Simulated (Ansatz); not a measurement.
Crystal: As.

```
As
1.0
     2.70368    0.00000    0.00000
     0.00000    2.70368    0.00000
     0.00000    0.00000    2.70368
As
1
Direct
  0.50000 0.50000 0.50000
```

This isn't the form of As at room conditions, which is rhombohedral.

| Item | Value |
| --- | --- |
| Program | Ansatz 0.2.0 |
| Task | relaxation of cell and atoms |
| Functional | PBEsol |
| Dispersion | D4 |
| Potentials or basis | Ansatz PAW |
| Cutoff | 420 eV (not typed: the program's choice for these potentials) |
| k mesh | 10 × 10 × 10 |
| Occupations | fermi-dirac, width 0.05 eV |
| Spin | no spin polarisation |

At the start: volume 19.76 Å³/atom.

Q: How do energy, volume and symmetry change on relaxing?

A: It ends after 5 steps and the volume is 18.95 Å³/atom (-4.1 %); space group Pm-3m (No. 221, to 0.05 Å).

Step by step:
| step | energy change (eV) | largest force (eV/Å) | volume (Å³) |
| --- | --- | --- | --- |
| 1 | 0.0000 | 0.0000 | 19.76 |
| 2 | -0.0080 | 0.0000 | 18.61 |
| 3 | -0.0098 | 0.0000 | 18.98 |
| 4 | -0.0099 | 0.0000 | 18.95 |
| 5 | -0.0097 | 0.0000 | 18.95 |

Final structure:
```
CELL_PARAMETERS angstrom
2.66617 0.00000 0.00000
0.00000 2.66617 0.00000
0.00000 0.00000 2.66617
ATOMIC_POSITIONS crystal
As 0.50000 0.50000 0.50000
```

Caveat: the plane-wave basis is chosen anew once the cell has moved, so the energies of steps on either side of that aren't comparable; pairwise dispersion overbinds metals, which lowers pressure and volume; the PAW data sets come from PBE, with cores solved anew for the run's functional, which leaves a small shift of forces and pressure.
